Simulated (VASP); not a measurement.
Wanted: the native input for a VASP 6.6.1 run.

```
Task                   : band structure
Functional             : PW91
Potentials or basis    : VASP PAW PBE potentials, release 64 (Mg)
Cutoff                 : 520 eV
k mesh                 : 10 × 10 × 5
Occupations            : fermi-dirac, width 0.05 eV
Spin                   : no spin polarisation
Further INCAR settings : ALGO = Normal; EDIFF = 1e-07
```

The structure of Mg lies in POSCAR:

```
Mg
1.0
    3.2093000000      0.0000000000      0.0000000000
   -1.6046500000      2.7793353284      0.0000000000
    0.0000000000      0.0000000000      5.2103000000
Mg
2
Direct
    0.6666666667      0.3333333333      0.7500000000
    0.3333333333      0.6666666667      0.2500000000
```

These files were run (other wordings do the same):

INCAR

```
SYSTEM = Mg
PREC = Accurate
ENCUT = 520
EDIFF = 1E-7
ISMEAR = -1
SIGMA = 0.05
LREAL = .False.
LASPH = .True.
NELM = 60
ALGO = Normal
ISIF = 2
LWAVE = .False.
LCHARG = .False.
GGA = 91
```

KPOINTS

```
Automatic mesh
0
Gamma
  10 10 5
  0 0 0
```

KPOINTS_OPT

```
path GMKGALHA,LM,KH
15
line-mode
reciprocal
 0.0000000000  0.0000000000  0.0000000000  G
 0.5000000000  0.0000000000  0.0000000000  M

 0.5000000000  0.0000000000  0.0000000000  M
 0.3333333333  0.3333333333  0.0000000000  K

 0.3333333333  0.3333333333  0.0000000000  K
 0.0000000000  0.0000000000  0.0000000000  G

 0.0000000000  0.0000000000  0.0000000000  G
 0.0000000000  0.0000000000  0.5000000000  A

 0.0000000000  0.0000000000  0.5000000000  A
 0.5000000000  0.0000000000  0.5000000000  L

 0.5000000000  0.0000000000  0.5000000000  L
 0.3333333333  0.3333333333  0.5000000000  H

 0.3333333333  0.3333333333  0.5000000000  H
 0.0000000000  0.0000000000  0.5000000000  A

 0.5000000000  0.0000000000  0.5000000000  L
 0.5000000000  0.0000000000  0.0000000000  M

 0.3333333333  0.3333333333  0.0000000000  K
 0.3333333333  0.3333333333  0.5000000000  H
```

Potentials or basis: VASP PAW PBE potentials, release 64 (Mg).

The run is started by

```sh
$ cat potpaw_PBE.64/Mg/POTCAR > POTCAR
$ mpirun -np 1 vasp_std > vasp.out
```

Results of the run:

```yaml
Pressure: -0.5 GPa
Band_gap_along_the_path: none (metal or under the smearing width)
```

Caveat: the PAW data sets were made with another functional, which shifts forces and pressure a little.

Wall time 19 s on 1 thread of Intel(R) Xeon(R) Platinum 8259CL CPU @ 2.50GHz (Skylake/Cascade Lake), with other jobs on the host, peak memory 0.17 GiB.
